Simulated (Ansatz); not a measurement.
# Quasi-harmonic thermodynamics of CaSe (Fm-3m), part 3 of 4

Wanted: α(T), C_P(T) and B(T) of CaSe in the quasi-harmonic approximation.

Experimental results on record:
- heat capacity C_P per formula unit 48.1 J/mol/K near room temperature (given in “High-Throughput Prediction of Finite-Temperature Properties using the Quasi-Harmonic Approximation”, 2016, arXiv:1603.06924)

Ansatz 0.2.0; DFT LDA, scalar-relativistic, plane waves, PAW (the session's first sound run).

So far, isothermal bulk modulus at 298 K (GPa): step 5 (the quasi-harmonic study, functional LDA, q-mesh 2×2×2) 53.8.

The database entry behind the starting cell differs from later determinations by our own check (0.1 to 0.3 % short, probably kX units), so it need not match the best structure at ambient conditions.

## (6) The quasi-harmonic study, q-mesh 4×4×4

The study relaxes the crystal at several strains, solves the phonons on some of them and minimises the free energy at each temperature (static energy, vibrations, the electrons in a metal, and PV under a set pressure); the q-mesh sets how far the force constants reach.

Input file input.yaml:

```yaml
crystal:
  lattice:
    - [0.0, 2.8956489102, 2.8956489102]
    - [2.8956489102, 0.0, 2.8956489102]
    - [2.8956489102, 2.8956489102, 0.0]
  atoms:
    - { symbol: Ca, position: [0.0, 0.0, 0.0] }
    - { symbol: Se, position: [0.5, 0.5, 0.5] }
kpoints:
  mp_grid: { grid: [8, 8, 8] }
hamiltonian:
  xc: lda
scf:
  occupations: { method: fixed }
output:
  eigenvalues: true
phonons:
  method: dfpt
  qmesh: [4, 4, 4]
  temperatures: { t_max: 800.0, t_step: 50 }
  thermal_expansion: {}
```

Command:

```
$ ansatz run input.yaml --threads 4 --pin off --max-ram 16384MiB --backend cpu --events-out ev --progress --plain --runs-dir out
```

Numbers of over 12 decimals in the logs are rounded to 6 here.

The program printed:

```text
[...]
Crystal: 2 atoms, lattice volume = 48.559 Å³
Basis set: ecut = 487.2 eV, 1243 PW (Γ), exchange–correlation on 60×60×60 points (8 copies of the dense FFT grid, shifted against one another)
Bands: 17, of which v1, the nominal top of the filled ones, is band 13 counted from 1 (12 counted from 0)
Symmetry: 48 space group operations
[...]
k-points: 29 of 512
[...]
SCF iter   1: F=—  HF=-7160.094136 eV  |F-HF|=—  |Δ(HF+E_count)|=         —  Δρ=4.93e-3  dr2=5.64e-3  ethr=1.77e-3  ⟨swp⟩=4.1  Hψ=2380  notcnv=0  defer=20
[...]
SCF iter   8: F=-7160.092651 eV  HF=-7160.092651 eV  |F-HF|=9.09e-13  |Δ(HF+E_count)|=  1.00e-11  Δρ=6.03e-8  dr2=4.65e-13  ethr=1.00e-12  ⟨swp⟩=6.8  Hψ=2508  notcnv=0
SCF 1 converged in 8 iterations: F = -7160.092651 eV  dr2 = 4.65e-13
[...]
relax step   1: F+E_penalty+E_count = -7160.09265144 eV  Δ(F+E_penalty+E_count) = +0.000e0 eV  max|allowed force component| = 6.738e-31 eV/Å  Δτ_max = 0.0000 Å  (8 SCF iters, accepted)
SCF converged after 8 iterations
Free energy (F): -7160.092651 eV
[...]
Internal energy: -7160.092651 eV  (E = F + TS)
E sigma→0 (E₀):  -7160.092651 eV
Fermi energy:    7.566959 eV
[...]
--- Stress (GPa, compression-positive) ---
       -0.006970      -0.000000      -0.000000
        0.000000      -0.006970      -0.000000
       -0.000000      -0.000000      -0.006970
  P = ⅓ Tr σ = -0.0070 GPa (-0.070 kbar)
--- Band table (eV; the first three rows and the last of 29) ---
  k-point 0: bands = [... 9 lower, -4.5289, 7.5670, 7.5670, 7.5670, 11.0081, 11.0902, 11.0902, 11.0902]
  k-point 1: bands = [... 9 lower, -4.4191, 6.7221, 7.2845, 7.2845, 11.0626, 11.3228, 11.3228, 11.9908]
  k-point 2: bands = [... 9 lower, -4.1399, 5.3778, 6.7583, 6.7583, 11.1724, 11.8859, 11.8859, 13.3283]
  k-point 28: bands = [... 9 lower, -3.7646, 5.4153, 5.4153, 5.7159, 11.8760, 11.8760, 12.8476, 13.4150]
── thermal expansion: 3 new cells, 3 in all ──
thermal expansion: relaxation of cell 2
thermal expansion: relaxation of cell 3
── thermal expansion: 2 new cells, 5 in all ──
thermal expansion: relaxation of cell 4
thermal expansion: lower-state search of cell 4
thermal expansion: phonons of cell 4
thermal expansion: relaxation of cell 5
thermal expansion: phonons of cell 5
── thermal expansion: 5 new cells, 10 in all ──
thermal expansion: relaxation of cell 6
thermal expansion: relaxation of cell 7
thermal expansion: relaxation of cell 8
thermal expansion: relaxation of cell 9
thermal expansion: relaxation of cell 10
thermal expansion: phonons of cell 6
thermal expansion: phonons of cell 7
--- Relaxed structure (1 steps of the walk, 1 accepted, 0 SCFs on fresh bases) ---
  F+E_penalty+E_count = -7160.09265144 eV   max|allowed force component| = 6.738e-31 eV/Å
  atoms:
    - { symbol: Ca, position: [0.0, 0.0, 0.0] }
    - { symbol: Se, position: [0.5, 0.5, 0.5] }
--- Thermal expansion: 10 cells in 3 rounds, 0 GPa ---
  no lower state was reached at cell 4
  without vibrations: a 4.09490, b 4.09490, c 4.09490 Å, V 48.5529 Å³, B 57.28 GPa
  at 0 K: a 4.10217, b 4.10217, c 4.10217 Å, V 48.8120 Å³, B 56.47 GPa
  zero-point expansion: a +0.178, b +0.178, c +0.178, V +0.534 %
[...]
0.00    4.10217    4.10217    4.10217    48.8120 |    0.00    0.00    0.00    0.00 |   29.18 |     0.000     0.000 |    56.47    56.47
   100.00    4.10369    4.10369    4.10369    48.8664 |    9.18    9.18    9.18   27.54 |   38.33 |    33.353    33.228 |    56.01    56.22
   200.00    4.10850    4.10850    4.10850    49.0381 |   13.25   13.25   13.25   39.76 |   41.84 |    45.185    44.672 |    54.93    55.57
   298.15    4.11414    4.11414    4.11414    49.2403 |   14.53   14.53   14.53   43.60 |       - |    48.358    47.454 |    53.80    54.82
   350.00    4.11728    4.11728    4.11728    49.3534 |   14.95   14.95   14.95   44.85 |   44.30 |    49.227    48.114 |    53.18    54.41
   450.00    4.12358    4.12358    4.12358    49.5802 |   15.59   15.59   15.59   46.77 |   45.46 |    50.345    48.817 |    51.97    53.60
   550.00    4.13013    4.13013    4.13013    49.8168 |   16.15   16.15   16.15   48.44 |   46.49 |    51.141    49.177 |    50.74    52.76
   650.00    4.13692    4.13692    4.13692    50.0628 |   16.68   16.68   16.68   50.05 |   47.47 |    51.813    49.384 |    49.47    51.90
   750.00    4.14394    4.14394    4.14394    50.3181 |   17.23   17.23   17.23   51.70 |   48.44 |    52.441    49.514 |    48.17    51.02
   800.00    4.14754    4.14754    4.14754    50.4494 |   17.52   17.52   17.52   52.56 |   48.93 |    52.752    49.562 |    47.51    50.57
[...]
vibrations' free energy: its fit passes through its cells
  the electrons' free energy at temperature is not in it: every band gap is over 0.83 eV
  free energies summed between the sampled wave vectors
[...]
the FFT grids of the static calculations differ: 30 × 30 × 30, 32 × 32 × 32
  band gaps on the cells' k-points are 1.628 to 1.907 eV
```

Run time: 8.1 min. Hardware: 4 threads of Intel Xeon Platinum 8375C at 2.90GHz (Ice Lake), shared host; peak memory 1.5 GiB.

Numbers from this step:

- volume expansion coefficient at 298 K: 43.60 1e-6/K
- C_P at 298 K: 24.18 J/mol-atom/K
- entropy at 298 K: 34.55 J/mol-atom/K
- isothermal bulk modulus at 298 K: 53.80 GPa
- principal linear expansion coefficients at 298 K: 14.53, 14.53, 14.53 1e-6/K

Strained cells of the study; zero-point energy where phonons were solved; the pressures are stresses at a fixed cutoff and can carry an offset from the finite basis. Expansion cells, by row:

| cell | \|a\| (Å) | \|b\| (Å) | \|c\| (Å) | V (Å³/atom) | E - E_lowest (meV/atom) | pressure, compression positive (GPa) | gap (eV) | zero-point energy (meV/atom) |
| --- | --- | --- | --- | --- | --- | --- | --- | --- |
| 1 | 4.095 | 4.095 | 4.095 | 24.28 | 0 | -0.015 | 1.715 | - |
| 2 | 4.128 | 4.128 | 4.128 | 24.87 | 2.461 | -1.317 | 1.78 | - |
| 3 | 4.063 | 4.063 | 4.063 | 23.71 | 2.496 | 1.423 | 1.646 | - |
| 4 | 4.095 | 4.095 | 4.095 | 24.28 | 0 | -0.019 | 1.715 | 29.22 |
| 5 | 4.116 | 4.116 | 4.116 | 24.65 | 0.986 | -0.849 | 1.757 | 28.53 |
| 6 | 4.142 | 4.142 | 4.142 | 25.12 | 4.934 | -1.829 | 1.807 | 27.67 |
| 7 | 4.165 | 4.165 | 4.165 | 25.55 | 10.92 | -2.639 | 1.85 | 26.9 |
| 8 | 4.055 | 4.055 | 4.055 | 23.57 | 3.915 | 1.803 | 1.628 | - |
| 9 | 4.075 | 4.075 | 4.075 | 23.92 | 0.954 | 0.864 | 1.673 | - |
| 10 | 4.199 | 4.199 | 4.199 | 26.17 | 23.13 | -3.683 | 1.907 | - |

Quasi-harmonic; a, b, c are the run's own cell vectors. Expansion, by row:

| T (K) | a (Å) | b (Å) | c (Å) | alpha (deg) | beta (deg) | gamma (deg) | cell volume (Å³/cell) | alpha_a (1e-6/K) | alpha_b (1e-6/K) | alpha_c (1e-6/K) | alpha_V (1e-6/K) | C_P (J/mol-atom/K) | C_V (J/mol-atom/K) | S (J/mol-atom/K) | B_T (GPa) | B_S (GPa) | Grueneisen | extrapolation | fit error (1e-6/K) |
| --- | --- | --- | --- | --- | --- | --- | --- | --- | --- | --- | --- | --- | --- | --- | --- | --- | --- | --- | --- |
| 0 | 4.102 | 4.102 | 4.102 | 60 | 60 | 60 | 48.81 | 0 | 0 | 0 | 0 | 0 | 0 | 0 | 56.47 | 56.47 | - | 0 | 0 |
| 50 | 4.102 | 4.102 | 4.102 | 60 | 60 | 60 | 48.82 | 3.29 | 3.29 | 3.29 | 9.86 | 7.198 | 7.194 | 2.984 | 56.4 | 56.43 | 1.137 | 0 | 0 |
| 100 | 4.104 | 4.104 | 4.104 | 60 | 60 | 60 | 48.87 | 9.18 | 9.18 | 9.18 | 27.54 | 16.68 | 16.61 | 11.29 | 56.01 | 56.22 | 1.366 | 0 | 0 |
| 150 | 4.106 | 4.106 | 4.106 | 60 | 60 | 60 | 48.95 | 11.92 | 11.92 | 11.92 | 35.77 | 20.73 | 20.58 | 18.93 | 55.49 | 55.91 | 1.421 | 0 | 0 |
| 200 | 4.109 | 4.109 | 4.109 | 60 | 60 | 60 | 49.04 | 13.25 | 13.25 | 13.25 | 39.76 | 22.59 | 22.34 | 25.18 | 54.93 | 55.57 | 1.444 | 0 | 0.01 |
| 250 | 4.111 | 4.111 | 4.111 | 60 | 60 | 60 | 49.14 | 14.03 | 14.03 | 14.03 | 42.08 | 23.59 | 23.23 | 30.34 | 54.36 | 55.19 | 1.457 | 0 | 0.01 |
| 298.1 | 4.114 | 4.114 | 4.114 | 60 | 60 | 60 | 49.24 | 14.53 | 14.53 | 14.53 | 43.6 | 24.18 | 23.73 | 34.55 | 53.8 | 54.82 | 1.466 | 0 | 0.01 |
| 300 | 4.114 | 4.114 | 4.114 | 60 | 60 | 60 | 49.24 | 14.55 | 14.55 | 14.55 | 43.65 | 24.2 | 23.74 | 34.7 | 53.78 | 54.81 | 1.466 | 0 | 0.01 |
| 350 | 4.117 | 4.117 | 4.117 | 60 | 60 | 60 | 49.35 | 14.95 | 14.95 | 14.95 | 44.85 | 24.61 | 24.06 | 38.46 | 53.18 | 54.41 | 1.474 | 0 | 0.01 |
| 400 | 4.12 | 4.12 | 4.12 | 60 | 60 | 60 | 49.47 | 15.29 | 15.29 | 15.29 | 45.87 | 24.92 | 24.27 | 41.77 | 52.58 | 54.01 | 1.48 | 0 | 0.01 |
| 450 | 4.124 | 4.124 | 4.124 | 60 | 60 | 60 | 49.58 | 15.59 | 15.59 | 15.59 | 46.77 | 25.17 | 24.41 | 44.72 | 51.97 | 53.6 | 1.487 | 0 | 0.01 |
| 500 | 4.127 | 4.127 | 4.127 | 60 | 60 | 60 | 49.7 | 15.87 | 15.87 | 15.87 | 47.62 | 25.38 | 24.51 | 47.38 | 51.36 | 53.18 | 1.493 | 0 | 0.01 |
| 550 | 4.13 | 4.13 | 4.13 | 60 | 60 | 60 | 49.82 | 16.15 | 16.15 | 16.15 | 48.44 | 25.57 | 24.59 | 49.81 | 50.74 | 52.76 | 1.499 | 0 | 0.01 |
| 600 | 4.133 | 4.133 | 4.133 | 60 | 60 | 60 | 49.94 | 16.41 | 16.41 | 16.41 | 49.24 | 25.74 | 24.65 | 52.04 | 50.11 | 52.33 | 1.505 | 0 | 0.01 |
| 650 | 4.137 | 4.137 | 4.137 | 60 | 60 | 60 | 50.06 | 16.68 | 16.68 | 16.68 | 50.05 | 25.91 | 24.69 | 54.11 | 49.47 | 51.9 | 1.512 | 0 | 0.01 |
| 700 | 4.14 | 4.14 | 4.14 | 60 | 60 | 60 | 50.19 | 16.96 | 16.96 | 16.96 | 50.87 | 26.07 | 24.73 | 56.04 | 48.82 | 51.46 | 1.518 | 0 | 0.01 |
| 750 | 4.144 | 4.144 | 4.144 | 60 | 60 | 60 | 50.32 | 17.23 | 17.23 | 17.23 | 51.7 | 26.22 | 24.76 | 57.84 | 48.17 | 51.02 | 1.524 | 0 | 0.02 |
| 800 | 4.148 | 4.148 | 4.148 | 60 | 60 | 60 | 50.45 | 17.52 | 17.52 | 17.52 | 52.56 | 26.38 | 24.78 | 59.54 | 47.51 | 50.57 | 1.531 | 0 | 0.03 |

Table of expansion coefficient by temperature; values in 1e-6/K:

| temperature (K) | volume | principal 1 |
| --- | --- | --- |
| 0 | 0 | 0 |
| 50 | 9.86 | 3.29 |
| 100 | 27.5 | 9.18 |
| 150 | 35.8 | 11.9 |
| 200 | 39.8 | 13.2 |
| 250 | 42.1 | 14.0 |
| 298 | 43.6 | 14.5 |
| 300 | 43.6 | 14.6 |
| 350 | 44.9 | 14.9 |
| 400 | 45.9 | 15.3 |
| 450 | 46.8 | 15.6 |
| 500 | 47.6 | 15.9 |
| 550 | 48.4 | 16.1 |
| 600 | 49.2 | 16.4 |
| 650 | 50.0 | 16.7 |
| 700 | 50.9 | 17.0 |
| 750 | 51.7 | 17.2 |
| 800 | 52.6 | 17.5 |

Changing the q-mesh (2×2×2 → 4×4×4) takes the volume expansion at 298 K from 43.6 to 43.6 × 10⁻⁶/K and B_T from 53.8 to 53.8 GPa.

## (7) A new level, relaxed again

The functional, the potentials or the cutoff change, so the crystal is relaxed again at the new setting.

This step: DFT PBE, scalar-relativistic, plane waves, PAW (Ansatz 0.2.0).

input.yaml, the sections that differ from step 6:

```yaml
hamiltonian:
  xc: pbe
output:
  forces: true
  stress: true
  eigenvalues: true
  write_density: true
  write_potential: true
  elf: true
  volumetric_format: npy
relax:
  adjacent_minimum: "off"
  f_tol: 0.001
  max_steps: 60
  cell: { stress_tol: 0.01 }
# crystal, kpoints, scf: as in step 6
# phonons: removed
```

Total energies of two functionals don't compare.

The program printed:

```text
[...]
Crystal: 2 atoms, lattice volume = 48.559 Å³
Basis set: ecut = 420 eV, 941 PW (Γ), exchange–correlation on 60×60×60 points (8 copies of the dense FFT grid, shifted against one another)
Bands: 17, of which v1, the nominal top of the filled ones, is band 13 counted from 1 (12 counted from 0)
Symmetry: 48 space group operations
[...]
k-points: 29 of 512
[...]
SCF iter   1: F=—  HF=-7289.942458 eV  |F-HF|=—  |Δ(HF+E_count)|=         —  Δρ=4.29e-4  dr2=6.33e-5  ethr=1.77e-3  ⟨swp⟩=4.3  Hψ=2342  notcnv=0  defer=19
[...]
SCF iter   6: F=-7289.942175 eV  HF=-7289.942175 eV  |F-HF|=8.08e-8  |Δ(HF+E_count)|=   1.23e-7  Δρ=9.29e-6  dr2=7.86e-8  ethr=3.85e-10  ⟨swp⟩=9.1  Hψ=3975  notcnv=0
SCF 1 converged in 6 iterations: F = -7289.942175 eV  dr2 = 7.86e-8
[...]
relax step   1: F+E_penalty+E_count = -7289.94217454 eV  Δ(F+E_penalty+E_count) = +0.000e0 eV  max|allowed force component| = 1.159e-30 eV/Å  Δτ_max = 0.0000 Å  P = +4.856 GPa  Ω = 48.559 Å³  (6 SCF iters, dr2 threshold 1.00e-7 eV, accepted)
Crystal: 2 atoms, lattice volume = 55.154 Å³
Basis set: ecut = 420 eV, 1067 PW (Γ), exchange–correlation on 60×60×60 points (8 copies of the dense FFT grid, shifted against one another)
[...]
SCF iter   6: F=-7289.989175 eV  HF=-7289.989175 eV  |F-HF|=1.05e-7  |Δ(HF+E_count)|=   1.11e-6  Δρ=9.12e-6  dr2=4.61e-8  ethr=7.69e-10  ⟨swp⟩=13.2  Hψ=5387  notcnv=0
SCF 2 converged in 6 iterations: F = -7289.989175 eV  dr2 = 4.61e-8
relax step   2: F+E_penalty+E_count = -7289.98917458 eV  Δ(F+E_penalty+E_count) = -4.700e-2 eV  max|allowed force component| = 8.793e-31 eV/Å  Δτ_max = 0.0000 Å  P = -1.849 GPa  Ω = 55.154 Å³  energy of the carried Pulay correction = -2.736e-4 eV  (6 SCF iters, dr2 threshold 2.00e-7 eV, accepted)
Crystal: 2 atoms, lattice volume = 53.163 Å³
Basis set: ecut = 420 eV, 1037 PW (Γ), exchange–correlation on 60×60×60 points (8 copies of the dense FFT grid, shifted against one another)
[...]
SCF iter   5: F=-7290.002630 eV  HF=-7290.002630 eV  |F-HF|=5.97e-8  |Δ(HF+E_count)|=   1.42e-6  Δρ=1.51e-5  dr2=6.00e-8  ethr=7.69e-10  ⟨swp⟩=10.1  Hψ=4507  notcnv=0
SCF 3 converged in 5 iterations: F = -7290.002630 eV  dr2 = 6.00e-8
relax step   3: F+E_penalty+E_count = -7290.00262957 eV  Δ(F+E_penalty+E_count) = -1.345e-2 eV  max|allowed force component| = 8.587e-31 eV/Å  Δτ_max = 0.0000 Å  P = -0.254 GPa  Ω = 53.163 Å³  energy of the carried Pulay correction = -1.948e-4 eV  (5 SCF iters, dr2 threshold 2.00e-7 eV, accepted)
[...]
relax step   4: F+E_penalty+E_count = -7290.00286722 eV  Δ(F+E_penalty+E_count) = -2.377e-4 eV  max|allowed force component| = 1.249e-30 eV/Å  Δτ_max = 0.0000 Å  P = +0.017 GPa  Ω = 52.860 Å³  energy of the carried Pulay correction = -1.825e-4 eV  (4 SCF iters, dr2 threshold 1.61e-7 eV, accepted)
[...]
relax step   5: F+E_penalty+E_count = -7290.00286753 eV  Δ(F+E_penalty+E_count) = -3.065e-7 eV  max|allowed force component| = 2.892e-30 eV/Å  Δτ_max = 0.0000 Å  P = +0.001 GPa  Ω = 52.878 Å³  energy of the carried Pulay correction = -1.832e-4 eV  (4 SCF iters, dr2 threshold 7.39e-10 eV, accepted)
[...]
SCF iter   9: F=-7290.003038 eV  HF=-7290.003038 eV  |F-HF|=1.82e-12  |Δ(HF+E_count)|=  1.82e-12  Δρ=6.35e-9  dr2=3.70e-14  ethr=1.00e-12  ⟨swp⟩=6.6  Hψ=2542  notcnv=0
SCF 6 converged in 9 iterations: F = -7290.003038 eV  dr2 = 3.70e-14
relax step   6: F+E_penalty+E_count = -7290.00303803 eV  Δ(F+E_penalty+E_count) = -1.705e-4 eV  max|allowed force component| = 2.892e-30 eV/Å  Δτ_max = 0.0000 Å  P = -0.000 GPa  Ω = 52.878 Å³  stress off target by 4.86e-4 GPa  SCF on the basis re-selected at this cell (its energy is not comparable with the rows above)  (9 SCF iters)
[...]
SCF converged after 9 iterations
Free energy (F): -7290.003038 eV
[...]
Internal energy: -7290.003038 eV  (E = F + TS)
E sigma→0 (E₀):  -7290.003038 eV
Fermi energy:    6.829501 eV
[...]
--- Stress (GPa, compression-positive) ---
       -0.000486      -0.000000      -0.000000
       -0.000000      -0.000486      -0.000000
       -0.000000      -0.000000      -0.000486
  P = ⅓ Tr σ = -0.0005 GPa (-0.005 kbar)
--- Band table (eV; the first three rows and the last of 29) ---
  k-point 0: bands = [... 9 lower, -4.8939, 6.8295, 6.8295, 6.8295, 10.0608, 10.5470, 10.5470, 10.5470]
  k-point 1: bands = [... 9 lower, -4.8066, 6.0802, 6.6017, 6.6017, 10.4105, 10.7517, 10.7517, 11.0651]
  k-point 2: bands = [... 9 lower, -4.5856, 4.8763, 6.1609, 6.1609, 10.5409, 11.2519, 11.2519, 12.4382]
  k-point 28: bands = [... 9 lower, -4.2600, 4.9003, 4.9003, 5.2068, 11.2135, 11.2135, 12.0181, 12.4817]
--- Relaxed structure (5 steps of the walk, 5 accepted, 1 SCFs on fresh bases) ---
[...]
cell:  # Å, volume = 52.8778 Å³
    - [0, 2.979072, 2.979072]
    - [2.979072, 0, 2.979072]
    - [2.979072, 2.979072, 0]
  atoms:
    - { symbol: Ca, position: [0, 0, 0] }
    - { symbol: Se, position: [0.500000, 0.500000, 0.500000] }
```

Run time: 2.7 s. Hardware: 4 threads; peak memory 0.42 GiB.

Step by step:

| step | energy less that of the first step (eV) | largest force component (eV/Å) | pressure (GPa) | volume (Å³) |
| --- | --- | --- | --- | --- |
| 1 | 0.0000 | 0.0000 | 4.86 | 48.56 |
| 2 | -0.0470 | 0.0000 | -1.85 | 55.15 |
| 3 | -0.0605 | 0.0000 | -0.25 | 53.16 |
| 4 | -0.0607 | 0.0000 | 0.02 | 52.86 |
| 5 | -0.0607 | 0.0000 | 0.00 | 52.88 |
| 6* | -0.0609 | 0.0000 | 0.00 | 52.88 |

Relaxation steps marked * repeat the geometry before them on a plane-wave basis chosen anew for their cell, so energy and pressure can jump there.

Forces are held to the 48 operations that the run works with; a distortion that breaks them can't arise in this run.

| conventional cell, symmetrised | before | after | change |
| --- | --- | --- | --- |
| a (Å) | 5.791 | 5.958 | +2.9 % |
| b (Å) | 5.791 | 5.958 | +2.9 % |
| c (Å) | 5.791 | 5.958 | +2.9 % |
| volume (Å³/atom) | 24.28 | 26.44 | +8.9 % |

The relaxed structure:

```xyz
2
Lattice="0.0000 2.9791 2.9791 2.9791 0.0000 2.9791 2.9791 2.9791 0.0000" Properties=species:S:1:pos:R:3 pbc="T T T"
Ca    0.0000    0.0000    0.0000
Se    2.9791    2.9791    2.9791
```

This step gave:

* pressure: -4.86e-4 GPa
* gap on the k-mesh: 2.083 eV
* volume per atom: 26.44 Å³

Electrostatic potential energy in the ac plane of the conventional cell at fractional y = 0.000, with atoms of Ca and Se within 0.2 Å of it. With pseudopotentials it is smooth inside the atoms' cores, unlike the true potential.

Values in eV, 9 rows by 16 columns, each cell a mean:
```
-44 -29  -6   5   8   3  -9  -6  -4  -9  -3   7   7   1 -18 -40
 -1   2   6   9  10  10   6   2   0   4   9  10  10   8   4   0
  5   7   9  10  10   9   7   4   4   6   8  10  10  10   8   6
 -7  -8   0   8   8   3 -11 -29 -33 -20  -2   6   9   5  -6  -8
  2  -6  -7   6   7  -2 -27 -53 -55 -41 -11   4   7   0 -10   0
 -7  -5   4   9   8   5  -5 -17 -20 -10   1   7   9   7  -2  -7
  7   8   9  10  10   9   8   7   6   7   9  10  10  10   9   7
 -9  -3   4   8  10   9   3  -3  -4  -1   7  10   9   6   1  -7
-52 -37  -9   5   8   1 -10  -2   0  -7  -6   7   7  -1 -24 -48
```
Columns run along a (6.0 Å; values clipped at the 3rd and 97th percentile), rows up along c (6.0 Å), edges of the conventional cell, whose origin can differ from the input's. Atoms in or near the plane, at fractional coordinates: Ca at (0.00, 0.00), Ca at (0.50, 0.50), Se at (0.50, 0.00), Se at (0.00, 0.50).

ELF in the ac plane of the conventional cell at fractional y = 0.000, with atoms of Ca and Se within 0.2 Å of it. It is the smooth field of the valence electrons, not physical close to the nuclei.

Values, 9 rows by 16 columns, each cell a mean:
```
0.83 0.80 0.45 0.12 0.52 0.78 0.76 0.56 0.49 0.69 0.79 0.71 0.23 0.24 0.69 0.83
0.32 0.21 0.08 0.07 0.30 0.58 0.72 0.76 0.76 0.74 0.67 0.44 0.13 0.06 0.15 0.29
0.66 0.63 0.54 0.33 0.12 0.10 0.15 0.22 0.24 0.19 0.12 0.08 0.21 0.46 0.60 0.65
0.63 0.74 0.79 0.68 0.21 0.16 0.57 0.78 0.80 0.69 0.34 0.10 0.50 0.77 0.78 0.68
0.24 0.58 0.79 0.73 0.24 0.33 0.80 0.83 0.80 0.84 0.59 0.15 0.54 0.79 0.72 0.36
0.74 0.78 0.77 0.63 0.19 0.11 0.41 0.64 0.68 0.53 0.21 0.08 0.45 0.73 0.78 0.75
0.49 0.47 0.38 0.21 0.11 0.18 0.27 0.32 0.32 0.30 0.23 0.14 0.15 0.32 0.44 0.48
0.49 0.36 0.13 0.07 0.37 0.68 0.77 0.79 0.78 0.78 0.74 0.55 0.17 0.06 0.24 0.45
0.81 0.83 0.54 0.14 0.54 0.79 0.74 0.45 0.34 0.62 0.79 0.72 0.23 0.29 0.77 0.84
```
Columns run along a (6.0 Å), rows up along c (6.0 Å), edges of the conventional cell, whose origin can differ from the input's. Atoms in or near the plane, at fractional coordinates: Ca at (0.00, 0.00), Ca at (0.50, 0.50), Se at (0.50, 0.00), Se at (0.00, 0.50).

Valence density in the ac plane of the conventional cell at fractional y = 0.000, with atoms of Ca and Se within 0.2 Å of it. It is the smooth field of the valence electrons, not physical close to the nuclei.

Values in e/Å³, 9 rows by 16 columns, each cell a mean:
```
 4  2  1  0  0  0  2  9 13  4  1  0  0  0  1  4
 0  0  0  0  0  0  0  0  1  0  0  0  0  0  0  0
 0  0  0  0  0  0  0  0  0  0  0  0  0  0  0  0
 6  2  1  0  0  0  1  2  3  2  0  0  0  0  1  4
28  7  1  0  0  0  2  5  6  4  1  0  0  1  3 18
 2  1  0  0  0  0  1  1  2  1  0  0  0  0  1  2
 0  0  0  0  0  0  0  0  0  0  0  0  0  0  0  0
 1  0  0  0  0  0  0  1  1  1  0  0  0  0  0  1
 5  3  1  0  0  1  2 14 22  6  1  0  0  0  2  5
```
Columns run along a (6.0 Å), rows up along c (6.0 Å), edges of the conventional cell, whose origin can differ from the input's. Atoms in or near the plane, at fractional coordinates: Ca at (0.00, 0.00), Ca at (0.50, 0.50), Se at (0.50, 0.00), Se at (0.00, 0.50).

The residual pressure is -4.9e-4 GPa, small enough for phonons.

(Continued in part 4 of 4.)

[Logs are printed without paths, hosts, clocks, repeated set-up lines and the standing remarks that a program may print on its own settings, such as how far it seeks lower states.]

[Hosts, paths, dates, database ids (printed as entryN), source tags and the programs' standing remarks are cut or masked in the printed files.]

[A step with changed settings may run another functional than the one named; its input shows which.]
